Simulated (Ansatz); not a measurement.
input.yaml

```yaml
crystal:
  lattice:
    - [-1.5880572592, 1.5880572592, 2.0697220067]
    - [1.5880572592, -1.5880572592, 2.0697220067]
    - [1.5880572592, 1.5880572592, -2.0697220067]
  atoms:
    - { symbol: Ti, position: [0.0, 0.0, 0.0] }
    - { symbol: H, position: [0.75, 0.25, 0.5] }
    - { symbol: H, position: [0.25, 0.75, 0.5] }
basis:
  ecutwfc: 420
kpoints:
  mp_grid: { grid: [18, 18, 18] }
  band_path:
    path:
      - [[0.0, 0.0, 0.0], [0.0, 0.0, 0.5], [0.25, 0.25, 0.25], [0.0, 0.5, 0.0], [0.0, 0.0, 0.0], [0.5, 0.5, -0.5], [0.39717983, 0.60282017, -0.39717983]]
      - [[-0.39717983, 0.39717983, 0.39717983], [0.0, 0.0, 0.0]]
      - [[0.0, 0.0, 0.5], [-0.29435965, 0.29435965, 0.5]]
      - [[0.5, 0.5, -0.29435965], [0.5, 0.5, -0.5]]
    npoints: 14
hamiltonian:
  xc: pbesol
scf:
  occupations: { method: gaussian, width: 0.1 }
  n_extra_bands: 7
output:
  forces: true
  stress: true
  eigenvalues: true
  populations: true
  dos: { projected: true, de: 0.02, nscf_kmesh: { grid: [27, 27, 27] } }
  bader: true
  write_density: true
  write_potential: true
  elf: true
  volumetric_format: npy
```

Launched with
```bash
ansatz run input.yaml --threads 1 --pin off --max-ram 2560MiB --backend cpu --events-out ev --progress --plain --runs-dir out
```

These are results of Ansatz, DFT PBEsol, scalar-relativistic, plane waves, PAW, not measurements.

From the run's log, abridged:

```
scf.n_extra_bands = 7 over 7 filled bands (N_el = 14.0): the run solves 14 bands
Pseudopotentials: kind: paw
Pseudopotential: Ti, paw, valence charge 12, recommended cutoff 420 eV (normal)
Pseudopotential: H, paw, valence charge 1, recommended cutoff 420 eV (normal)
Functional definition: PBEsol
Crystal: 3 atoms, lattice volume = 20.879 Å³
Basis set: ecut = 420 eV, 395 PW (Γ), exchange–correlation on 48×48×48 points (8 copies of the dense FFT grid, shifted against one another)
Bands: 14, of which v1, the nominal top of the filled ones, is band 7 counted from 1 (6 counted from 0)
Symmetry: 16 space group operations
Space group: I4/mmm (ITA 139), of the structure as read, at distance tolerance 2.8e-5 Å
k-points: 480 of 5832
Initial density: superposition of atomic densities (neutral atoms: chi_scale 0, normalization atom), corrected by the library's trained network
Initial wavefunctions: pseudopotential atomic-orbital guess
Functional: x = pbesol(κ = 0.804, μ = 0.12345679), c = pbesol(β = 0.046)
SCF iter   1: F=—  HF=-2506.921357 eV  |F-HF|=—  |Δ(HF+E_count)|=         —  Δρ=1.08e-2  dr2=1.41e-2  ethr=1.77e-3  ⟨swp⟩=4.6  Hψ=32613  notcnv=0
SCF iter   2: F=—  HF=-2506.918033 eV  |F-HF|=—  |Δ(HF+E_count)|=   3.32e-3  Δρ=6.38e-3  dr2=5.41e-3  ethr=1.01e-4  ⟨swp⟩=1.6  Hψ=10893  notcnv=0
SCF iter   3: F=—  HF=-2506.916193 eV  |F-HF|=—  |Δ(HF+E_count)|=   1.84e-3  Δρ=5.06e-4  dr2=3.97e-5  ethr=3.86e-5  ⟨swp⟩=2.0  Hψ=6586  notcnv=0
SCF iter   4: F=—  HF=-2506.916181 eV  |F-HF|=—  |Δ(HF+E_count)|=   1.16e-5  Δρ=7.55e-5  dr2=4.43e-7  ethr=2.84e-7  ⟨swp⟩=2.0  Hψ=7004  notcnv=0
SCF iter   5: F=-2506.916181 eV  HF=-2506.916181 eV  |F-HF|=3.05e-9  |Δ(HF+E_count)|=   3.49e-7  Δρ=6.30e-6  dr2=5.24e-9  ethr=3.16e-9  ⟨swp⟩=2.5  Hψ=7902  notcnv=0
SCF iter   6: F=-2506.916181 eV  HF=-2506.916181 eV  |F-HF|=1.00e-10  |Δ(HF+E_count)|=   2.00e-9  Δρ=1.16e-6  dr2=1.44e-10  ethr=3.74e-11  ⟨swp⟩=7.0  Hψ=33603  notcnv=0
SCF 1 converged in 6 iterations: F = -2506.916181 eV  dr2 = 1.44e-10
SCF converged after 6 iterations
Free energy (F): -2506.916181 eV
Harris-Foulkes:  -2506.916181 eV  (|F-HF|=1.00e-10)
Internal energy: -2506.911053 eV  (E = F + TS)
E sigma→0 (E₀):  -2506.913617 eV
Entropy (-TS):   -0.005129 eV (-1.710 meV/atom)
Fermi energy:    12.392896 eV
--- Per-component energies (eV) ---
  E_band       = -166.616841
  E_kinetic    = 303.106542
  E_local      = -861.373183  (includes V_loc(G=0)·N_el)
  E_nonlocal   = 11.571336
  E_hartree    = 349.655041
  E_xc         = -116.586522
  E_vxc        = -147.527122  (∫ρ·V_xc dr)
  E_paw        = -1023.492260  (= ΣΔE_a)
  E_vpaw       = -171.702008  (= ΣTr[D̂ρ^β])
  E_aug_tail   = -0.002222  (compensation charges beyond the density's cutoff)
  E_ewald      = -1169.929169
  E_core_change = 0.139384  (= ΣΔE_core)
  E_smearing   = -0.005129  (= −TS)
--- Forces (eV/Å), atoms counted from 1 ---
  atom   1  Ti     0.00000000     0.00000000     0.00000000
  atom   2  H      0.00000000     0.00000000     0.00000000
  atom   3  H      0.00000000     0.00000000     0.00000000
--- Stress (GPa, compression-positive) ---
       -0.000625       0.000000       0.000000
        0.000000      -0.000625       0.000000
        0.000000       0.000000       0.000399
  P = ⅓ Tr σ = -0.0003 GPa (-0.003 kbar)
--- Band table (eV; the first three rows and the last of 480) ---
  k-point 0: bands = ["-44.5152", "-20.6858", "-20.6858", "-20.6568", "1.6879", "11.9993", "11.9993", "12.3976", "13.2076", "13.6537", "14.2414", "26.9983", "28.0421", "28.0421"]
  k-point 1: bands = ["-44.5126", "-20.7004", "-20.6889", "-20.6618", "1.7892", "11.2925", "12.0606", "12.4389", "13.5979", "13.9852", "14.2218", "25.9572", "27.7982", "29.2247"]
  k-point 2: bands = ["-44.5051", "-20.7420", "-20.6979", "-20.6762", "2.0889", "10.2889", "12.2432", "12.5629", "13.3770", "14.2185", "15.1907", "24.7390", "27.0268", "28.1637"]
  k-point 479: bands = ["-44.4105", "-21.0991", "-20.8755", "-20.8755", "5.8581", "8.0313", "9.3052", "14.9270", "14.9762", "14.9762", "19.4598", "19.4598", "20.6960", "20.7476"]
--- Löwdin populations: 3 sites ---
  site symbol q [e]
     0     Ti     11.5201
     1      H      1.1956
     2      H      1.1956
  spilling = 0.006329 (of n_electrons = 14.000000)
--- Bader charges: 3 sites ---
  site symbol charge [e]  shift [e]
     0     Ti      1.3435     0.0006
     1      H     -0.6718     0.0003
     2      H     -0.6718     0.0003
  estimated error of the sums over rays = 2.9e-4 e
```

The run converged.

The run took 38 s on 1 thread of Arm Neoverse V1 (shared host), peak memory 0.5 GiB.